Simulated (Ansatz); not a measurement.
# Te: the cost of one run

Method: DFT PBE, scalar-relativistic, plane waves, PAW, in Ansatz 0.2.0.

## Step 1: Starting point

Symmetry: P6_3/mmc, No. 194, hexagonal system. Conventional cell: a = 4.058 Å, b = 4.058 Å, c = 10.418 Å, α = 90.00°, β = 90.00°, γ = 120.00°. Around Te (site symmetry 3m) lie 1 Te at 1.85 Å.

Structure file:

```cif
data_structure
_symmetry_space_group_name_H-M 'P6_3/mmc'
_symmetry_Int_Tables_number 194
_cell_length_a 4.0578
_cell_length_b 4.0578
_cell_length_c 10.4179
_cell_angle_alpha 90.000
_cell_angle_beta 90.000
_cell_angle_gamma 120.000
_cell_volume 148.56
loop_
_atom_site_label
_atom_site_type_symbol
_atom_site_symmetry_multiplicity
_atom_site_Wyckoff_symbol
_atom_site_fract_x
_atom_site_fract_y
_atom_site_fract_z
_atom_site_occupancy
Te1 Te 4 f 0.33333 0.66667 0.16100 1
```

This is candidate A: O type (P6_3/mmc, No. 194).

(A quick probe on a coarse mesh, which set the mesh and smearing, is not shown.)

## Step 3: Coarse relaxation (candidate A)

Contents of input.yaml:

```yaml
crystal:
  lattice:
    - [4.0578288041, 0.0, 0.0]
    - [-2.028914402, 3.5141828285, 0.0]
    - [0.0, 0.0, 10.4178950271]
  atoms:
    - { symbol: Te, position: [0.3333333333, 0.6666666667, 0.161] }
    - { symbol: Te, position: [0.6666666667, 0.3333333333, 0.661] }
    - { symbol: Te, position: [0.3333333333, 0.6666666667, 0.339] }
    - { symbol: Te, position: [0.6666666667, 0.3333333333, 0.839] }
basis:
  ecutwfc: 420
kpoints:
  mp_grid: { grid: [6, 6, 2] }
hamiltonian:
  xc: pbe
scf:
  occupations: { method: gaussian, width: 0.1 }
  lower_state_search: "off"
output:
  forces: true
  stress: true
  eigenvalues: true
relax:
  adjacent_minimum: "off"
  f_tol: 0.04
  max_steps: 70
  cell: { stress_tol: 0.4 }
```

Q: Estimate wall time and peak memory on 1 thread of an x86-64 CPU, shared host.

About 27 s, with a peak of 0.43 GiB.
